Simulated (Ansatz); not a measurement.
# FeO under changes of volume

One of the cells (10.695 Å³/atom); the others are scaled copies at fixed shape and fractional positions:

```
Fe O
1.0
    -1.60210    1.60210    2.08339
     1.60210   -1.60210    2.08339
     1.60210    1.60210   -2.08339
Fe O
1 1
Direct
  0.00000 0.00000 0.00000
  0.50000 0.50000 0.00000
```

The cell comes from a database or a generator and needn't be the stable form of this composition.

```yaml
Program: Ansatz 0.2.0
Functional: PBE
Potentials_or_basis: Ansatz PAW
Cutoff: "420 eV (not typed: the program's choice for these potentials)"
k_mesh: 12 × 12 × 12
Occupations: fermi-dirac, width 0.05 eV
Spin: collinear spin, ferromagnetic start
Starting_moments: "[3.0, 0.0] μB"
```

```tsv
volume (Å³/atom)	energy over the lowest point (meV/atom)	pressure (GPa)
10.053	0.00	1.3
10.267	0.79	-2.4
10.481	6.33	-5.7
10.695	16.10	-8.7
10.909	29.66	-11.4
11.123	46.57	-13.7
11.337	?	?
```

**Question.** What does the run at 11.337 Å³/atom give?

**Answer.** Energy over the lowest point 66.47 meV/atom; pressure -15.8 GPa.

Worked out: A Birch-Murnaghan fit of order 3 (a polynomial in V^(-2/3)) to the other rows has its minimum at 10.13 Å³/atom with B0 = V·E''(V) = 181 GPa and B' = 4.5 at fixed shape and positions, which overstates the stiffness. It gives 66.49 meV/atom at 11.337 Å³/atom, against the run's 66.47, and -dE/dV = -15.9 GPa, against -15.8.

Energies are extrapolated to zero smearing.

Caveats: a cell with one magnetic atom can't hold antiferromagnetic order, which such compounds often take.
